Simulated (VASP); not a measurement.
PbSe2: single point with PBEsol

Crystal: PbSe2.

```
Pb Se
1.0
    -3.23863    3.23863    3.90220
     3.23863   -3.23863    3.90220
     3.23863    3.23863   -3.90220
Pb Se
2 4
Direct
  0.75663 0.75190 0.00045
  0.24776 0.24993 0.99798
  0.12638 0.36539 0.49269
  0.86617 0.62577 0.49816
  0.35995 0.87412 0.23525
  0.62413 0.12416 0.75171
```

The cell comes from a database or a generator and needn't be the stable form of this composition.

The cell isn't the ideal one: atoms moved at random, drawn with an rms of 0.05 Å.

* Program: VASP 6.6.1
* Task: single point
* Functional: PBEsol
* Potentials or basis: VASP PAW PBE potentials, release 64 (Pb_d, Se)
* Cutoff: 520 eV
* k mesh: 6 × 6 × 6
* Occupations: fermi-dirac, width 0.05 eV
* Spin: no spin polarisation

```json
{
  "Pressure": "-1.7 GPa",
  "Largest force": "0.359 eV/Å",
  "Band gap on the k mesh": "none (metal or under the smearing width)"
}
```

Forces on the atoms (eV/Å):
```
Pb   0.009 -0.042 -0.074
Pb  -0.017 -0.019  0.035
Se  -0.115  0.035 -0.006
Se   0.159 -0.086  0.034
Se  -0.279 -0.153  0.011
Se   0.243  0.264  0.000
```

Stress tensor (GPa, compression positive):
```
-1.66  0.16 -0.03
 0.16 -1.68  0.01
-0.03  0.01 -1.82
```

Levels at points of the mesh, in eV from the Fermi level:
```csv
k point,band 22,band 23,band 24,band 25,band 26,band 27,band 28,band 29,band 30,band 31
"(0.00, 0.00, 0.00)",-3.17,-3.12,-2.93,-2.92,-0.06,2.16,2.25,3.19,3.28,4.00
"(0.50, 0.00, 0.00)",-2.45,-2.16,-2.03,-0.83,-0.83,0.56,0.62,2.39,2.44,3.03
"(0.00, 0.50, 0.00)",-2.45,-2.11,-2.08,-0.89,-0.84,0.53,0.64,2.42,2.52,3.01
"(0.00, 0.50, 0.50)",-2.44,-2.11,-2.05,-0.86,-0.82,0.55,0.61,2.37,2.47,2.98
"(0.50, 0.00, 0.50)",-2.45,-2.12,-2.06,-0.85,-0.83,0.53,0.62,2.36,2.47,3.00
"(0.50, 0.50, 0.00)",-2.24,-2.21,-1.26,-1.21,-0.37,1.22,1.37,1.72,1.87,2.18
"(0.00, 0.00, 0.50)",-2.22,-2.15,-1.24,-1.23,-0.38,1.22,1.30,1.71,1.95,2.11
"(0.50, 0.50, 0.50)",-2.06,-1.30,-1.25,0.00,0.06,1.29,1.35,1.38,2.25,2.32
```

It took 2.2 min on 2 MPI ranks on Intel(R) Xeon(R) 6975P-C (Granite Rapids) (shared host), peak memory 0.65 GiB a rank.

Caveat: the PAW data sets were made with another functional, which shifts forces and pressure a little. The run has no spin-orbit coupling, so splittings on Pb are missing.
